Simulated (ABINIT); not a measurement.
# A GW chain in ABINIT: KF (Carobbiite), part 3 of 3

Wanted: ground state, empty states, screening and self-energy for KF (Carobbiite).

ABINIT 10.8.3; LDA and many-body steps on it, plane waves. Known limits of the many-body steps: not at the basis limit; coarse k mesh.

So far. Step 4 (Empty states on the mesh, 4×4×4 mesh, 33 bands): On this mesh the gap is 5.822 eV. Step 5 (Screening, 4×4×4 mesh, 29 bands, screening to 87.1 eV): Local fields lower ε∞ by 9 %. On a Γ-centred mesh this coarse the value itself is usually too large, while a short band sum pulls it down.

### 6. Self-energy, 4×4×4 mesh, 29 bands, screening to 87.1 eV

The self-energy is evaluated for the states that the input lists, and the levels follow from it, in one-shot runs by the linearised quasiparticle equation.

This step: G0W0 on LDA, plane waves, norm-conserving pseudopotentials.

Contents of run.abi:

```
acell 3*1.0 Angstrom
rprim 
  -0.000000000000 2.671850000000 2.671850000000
  2.671850000000 -0.000000000000 2.671850000000
  2.671850000000 2.671850000000 0.000000000000
ntypat 2
znucl 19 9
natom 2
typat 1 2
xred 
  0.000000000000 0.000000000000 0.000000000000
  0.500000000000 0.500000000000 0.500000000000
pp_dirpath "pseudos"
pseudos "K.upf, F.upf"
ecut 36
ngkpt 4 4 4
nshiftk 1
shiftk 0 0 0
kptopt 1
chksymbreak 0
istwfk *1
occopt 1
irdwfk 1
optdriver 4
nband 29
gwcalctyp 0
ecutsigx 36
symsigma 1
nkptgw 1
kptgw 
  0.0000000000 0.0000000000 0.0000000000
bdgw 
  6 12
ecuteps 3.2
irdscr 1
ppmodel 1
indata_prefix "in"
outdata_prefix "out"
tmpdata_prefix "tmp"
```

Launch:

```
$ OMP_NUM_THREADS=1 mpirun -n 4 abinit run.abi > log
```

Numbers of over 12 decimals in the logs are rounded to 6 here.

What it wrote:

```text
.Version 10.8.3 of ABINIT. v10.8.2 released Aug 2026.

 Symmetries : space group Fm -3 m (#225); Bravais cF (face-center cubic)
[... echo of the input left out ...]
== DATASET  1 ==================================================================
-   mpi_nproc: 4, omp_nthreads: 1 (-1 if OMP is not activated)

--- !DatasetInfo
iteration_state: {dtset: 1, }
dimensions: {natom: 2, nkpt: 8, mband: 29, nsppol: 1, nspinor: 1, nspden: 1, mpw: 2685, }
cutoff_energies: {ecut:  36.0, pawecutdg:  -1.0, }
electrons: {nelect:   1.60000000E+01, charge:   0.00000000E+00, occopt:   1.00000000E+00, tsmear:   1.00000000E-02, }

 SIGMA: Calculation of the GW corrections

 Based on a program developped by R.W. Godby, V. Olevano, G. Onida, and L. Reining.
 Incorporated in ABINIT by V. Olevano, G.-M. Rignanese, and M. Torrent.
.Using double precision arithmetic ; gwpc =  8

[... cell and pseudopotentials left out ...]
--------------------------------------------------------------------------------

 ==== K-mesh for the wavefunctions ====
 Number of points in the irreducible wedge :     8
[... list of points left out ...]
 Together with 48 symmetry operations and time-reversal symmetry
 yields    64 points in the full Brillouin Zone.

 ==== Q-mesh for screening function ====
 Number of points in the irreducible wedge :     8
[... list of points left out ...]
 Together with 48 symmetry operations and time-reversal symmetry
 yields    64 points in the full Brillouin Zone.

 vcoul_init : cutoff-mode = AUXILIARY_FUNCTION
 q-points for optical limit:   1
     1)      0.000010    0.000020    0.000030
 setmesh: FFT mesh size selected  =    40x   40x   40
          total number of points  =        64000

 Number of electrons calculated from density =   16.0000; Expected =   16.0000
 average of density, n =  0.062152
 r_s =    1.5661
 omega_plasma =   24.0483 [eV]

 === KS Band Gaps ===
  >>>> For spin  1
   Minimum direct gap =   5.8215 [eV], located at k-point      :   0.0000  0.0000  0.0000
   Fundamental gap    =   5.8215 [eV], Top of valence bands at :   0.0000  0.0000  0.0000
                                       Bottom of conduction at :   0.0000  0.0000  0.0000
 SIGMA fundamental parameters:
 PLASMON POLE MODEL  1
 number of plane-waves for SigmaX                 2685
 number of plane-waves for SigmaC and W             65
 number of plane-waves for wavefunctions          2685
 number of bands                                    29
 number of independent spin polarizations            1
 number of spinorial components                      1
 number of k-points in IBZ                           8
 number of q-points in IBZ                           8
 number of symmetry operations                      48
 number of k-points in BZ                           64
 number of q-points in BZ                           64
 number of frequencies for dSigma/dE                 9
 frequency step for dSigma/dE [eV]                0.25
 number of omega for Sigma on real axis              0
 max omega for Sigma on real axis  [eV]           0.00
 zcut for avoiding poles [eV]                     0.10

 EPSILON^-1 parameters (SCR file):
 dimension of the eps^-1 matrix on file             65
 dimension of the eps^-1 matrix used                65
 number of plane-waves for wavefunctions          2685
 number of bands                                    29
 number of q-points in IBZ                           8
 number of frequencies                               2
 number of real frequencies                          1
 number of imag frequencies                          1

 matrix elements of self-energy operator (all in [eV])

 Perturbative Calculation

--- !SelfEnergy_ee
iteration_state: {dtset: 1, }
kpoint     : [   0.000,    0.000,    0.000, ]
spin       : 1
KS_gap     :    5.821
QP_gap     :   10.025
Delta_QP_KS:    4.203
data: !SigmaeeData |
     Band     E0 <VxcDFT>   SigX SigC(E0)      Z dSigC/dE  Sig(E)    E-E0       E
        6  -0.305 -21.597 -29.368   4.970   0.810  -0.234 -23.867  -2.270  -2.575
        7  -0.305 -21.597 -29.368   4.970   0.810  -0.234 -23.867  -2.270  -2.575
        8  -0.305 -21.597 -29.368   4.970   0.810  -0.234 -23.867  -2.270  -2.575
        9   5.516  -8.806  -4.130  -2.525   0.899  -0.113  -6.873   1.933   7.449
       10  10.239 -11.047  -4.836  -2.454   0.893  -0.120  -7.692   3.355  13.593
       11  10.239 -11.047  -4.836  -2.454   0.893  -0.120  -7.692   3.355  13.593
       12  10.239 -11.047  -4.836  -2.454   0.893  -0.120  -7.692   3.355  13.593

== END DATASET(S) ==============================================================
================================================================================

 -outvars: echo values of variables after computation  --------
           etotal      0.0000000000E+00
            nband          29
             nkpt           8
          spgroup         225
 [... the other variables as echoed above ...]

 Calculation completed.
```

Elapsed: 2.7 s, on 4 MPI ranks of Arm Neoverse V1, shared host; peak memory 0.14 GiB.

Numbers from this step:

```
G0W0 gap on the points computed              : 10.02 eV
starting gap on the mesh                     : 5.822 eV
k of the valence top                         : 0, 0, 0
k of the conduction bottom                   : 0, 0, 0
Z at the valence top                         : 0.81
Z at the conduction bottom                   : 0.899
least direct G0W0 gap on the computed points : 10.02 eV
```

The gap on the mesh goes from 5.82 eV to 10.02 eV, a correction of +4.20 eV.

Limits: finite bands, cutoff and mesh; coarse k mesh. v1 is the top filled band, c1 the lowest empty one. Levels before and after the correction, in eV, zero at the valence-band top of each column:

|  | conduction bottom | valence top |
| --- | --- | --- |
| Kohn-Sham | 5.82 | 0.00 |
| G0W0 | 10.02 | 0.00 |

|  | level | energy (eV) |
| --- | --- | --- |
| Kohn-Sham | Γ v3-v1 | 0.000 |
| Kohn-Sham | Γ c1 | 5.822 |
| Kohn-Sham | Γ c2-c4 | 10.544 |
| G0W0 | Γ v3-v1 | 0.000 |
| G0W0 | Γ c1 | 10.024 |
| G0W0 | Γ c2-c4 | 16.168 |

### 7. Where the time went

Times are wall times on 4 MPI ranks of Arm Neoverse V1, shared host, good to a factor of about two.

| step | time | share | memory (GiB) |
| --- | --- | --- | --- |
| ground state | 7.1 s | 24 % | 0.28 |
| bands along the symmetry lines | 11 s | 36 % | 0.27 |
| empty states on the mesh | 5 s | 17 % | 0.25 |
| screening | 4.4 s | 15 % | 0.42 |
| self-energy | 2.7 s | 9 % | 0.14 |

### 8. Results

```
LDA gap              : 5.82 eV, direct
G0W0 gap on the mesh : 10.02 eV
GW settings          : 4×4×4 mesh, 29 bands, screening to 87.1 eV, Godby-Needs plasmon pole
known limits         : not at the basis limit; coarse k mesh
```

**Reading.** G0W0 moves the gap on the mesh from 5.82 eV to 10.02 eV (+4.20 eV), with Z of 0.81 and 0.90 at the edges. Local fields lower the RPA ε∞ on this mesh from 2.13 to 1.94; a Γ-centred mesh this coarse tends to raise both, most where the direct gap is narrow, while a short band sum lowers them. Only 1 of the mesh's irreducible points was corrected, so a valley elsewhere could overtake. The dearest step here is «bands along the symmetry lines». Bands and cutoff are finite, so the gap is not at the basis limit. The miss can reach some tenths of an eV and take either sign; the mesh is an error of its own. In the G0W0 run levels were corrected at 1 k point alone, so a gap called «on the mesh» is the least over those, and an edge elsewhere would be missed. The 4×4×4 mesh is coarse for this cell, which bears on the long-range parts of exchange and screening.

[Paths, hosts, dates, memory and timing lines, banners, echoed tables and standing remarks are left out of the program output.]

[Logs are printed without paths, hosts, clocks, repeated set-up lines and the standing remarks that a program may print on its own settings, such as how far it seeks lower states.]

[Runs of the session that timed out or met a known fault of the program may be left out.]

[Hosts, paths, dates, database ids (printed as entryN), source tags and the programs' standing remarks are cut or masked in the printed files.]

[G0W0 gaps are taken among the corrected bands and points alone; a level outside them can change the order at an edge.]

[Where Ansatz stands beside ABINIT at settings called matched, ABINIT's density can come from a denser mesh and the files from another edition; pairs whose starting gaps differed by over 0.03 eV were left out, so agreement reads better than it is.]
